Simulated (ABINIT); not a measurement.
Here is an ABINIT 10.8.3 (patched build) calculation.

run.abi

```
# Datasets: ground state, then fixed potential
ndtset 2

# Pseudopotentials
pp_dirpath "./"
pseudos "In.GGA_PBE-JTH_sp.xml, As.GGA_PBE-JTH_sp.xml"

# Structure
acell 8.0655335175 8.0655335175 8.0655335175
rprim
     0.0000000000     0.7071067812     0.7071067812
     0.7071067812     0.0000000000     0.7071067812
     0.7071067812     0.7071067812     0.0000000000
ntypat 2
znucl 49 33
natom 2
typat 1 2
xred
     0.0000000000     0.0000000000     0.0000000000
     0.7500000000     0.7500000000     0.7500000000

# Plane-wave basis
ecut 15.0
pawecutdg 30.0

# Exchange and correlation
ixc -144130

# Bands and occupations
occopt 3
tsmear 0.00183747

# SCF cycle
nstep 100

# Output
iomode 3
prtwf 0
prteig 0
prtebands 0
enunit 1
prtden1 1

# Dataset 1
kptopt1 1
ngkpt1 8 8 8
nshiftk1 1
shiftk1 0.0 0.0 0.0
nband1 8
tolvrs1 1.0e-9

# Dataset 2: bands along G-X-W-K-G-L-U-W-L-K
iscf2 -2
getden2 1
nband2 12
nbdbuf2 2
tolwfr2 1.0e-12
kptopt2 -9
ndivsm2 6
prteig2 1
kptbounds2
     0.0000000000     0.0000000000     0.0000000000
     0.5000000000     0.0000000000     0.5000000000
     0.5000000000     0.2500000000     0.7500000000
     0.3750000000     0.3750000000     0.7500000000
     0.0000000000     0.0000000000     0.0000000000
     0.5000000000     0.5000000000     0.5000000000
     0.6250000000     0.2500000000     0.6250000000
     0.5000000000     0.2500000000     0.7500000000
     0.5000000000     0.5000000000     0.5000000000
     0.3750000000     0.3750000000     0.7500000000
```

Potentials or basis: JTH PAW PBE v2.0 sp.

The run is started by

```bash
$ abinit run.abi > log 2>&1
```

(1) Estimate the band gap on the k mesh.

## Answers

(1) none (metal or under the smearing width).

Caveat: spin-orbit coupling is left out, which moves the levels of the heavy elements; this set keeps more shells in the core, which shifts pressures and gaps; this crystal is a semiconductor, whose small gap the functional closes, so the metal is an error of the method; the atomic spheres overlap.

**Experimental background.**

From a printed reference work, data compilation, for a bulk crystal of InAs at 4.2 K: band gap 0.418 eV (direct).

A measured gap of InAs is 0.418 eV (direct; 4.2 K; a printed reference work, data compilation); the calculated 0.00 eV misses it by -0.42 eV. Spin-orbit coupling on As, In is left out. The value is that of rPW86PBE on a finite k mesh, which can miss the band edges, without temperature or zero-point motion.
